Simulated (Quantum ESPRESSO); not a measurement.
Crystal: CuO.

```
CELL_PARAMETERS angstrom
0.00000 2.32725 2.32725
2.32725 0.00000 2.32725
2.32725 2.32725 0.00000
ATOMIC_POSITIONS crystal
Cu 0.00000 0.00000 0.00000
O 0.25000 0.25000 0.25000
```

Measurements of this composition are mostly on another form, of space group No. 15.

```yaml
Program: Quantum ESPRESSO 7.5
Task: single point
Functional: PBE
Potentials_or_basis: SSSP 1.3 efficiency PBE
Cutoff: 748 eV
Density_cutoff: 5987 eV
k_mesh: 10 × 10 × 10
Occupations: fermi-dirac, width 0.05 eV
Spin: no spin polarisation
```

On this cell: pressure -9.8 GPa; largest force zero by symmetry; band gap on the k mesh none (metal or under the smearing width).

The same run follows on a disturbed copy (atoms moved at random, drawn with an rms of 0.05 Å):

```
Cu O
1.0
     0.00000    2.32725    2.32725
     2.32725    0.00000    2.32725
     2.32725    2.32725    0.00000
Cu O
1 1
Direct
  0.00319 0.99960 0.00189
  0.24052 0.23968 0.27071
```

Task: What does the disturbed cell give?

Result: The energy (extrapolated to zero smearing) moves by +1.9 meV/atom; pressure -9.7 GPa; largest force 0.160 eV/Å; band gap on the k mesh none (metal or under the smearing width).

Forces in eV/Å, atoms in the order of the input:
```
Cu   0.068  0.060 -0.132
O   -0.068 -0.060  0.132
```

Stress tensor (GPa, compression positive):
```
-9.65  0.57 -0.35
 0.57 -9.65 -0.35
-0.35 -0.35 -9.67
```

Caveats: an odd number of electrons without spin polarisation forces a metal; a magnetic or distorted state may lie lower; the run has no spin polarisation, though such a crystal can be magnetic; semilocal functionals often make such compounds metallic where correlation or magnetic order opens a gap, which also shifts bond lengths.
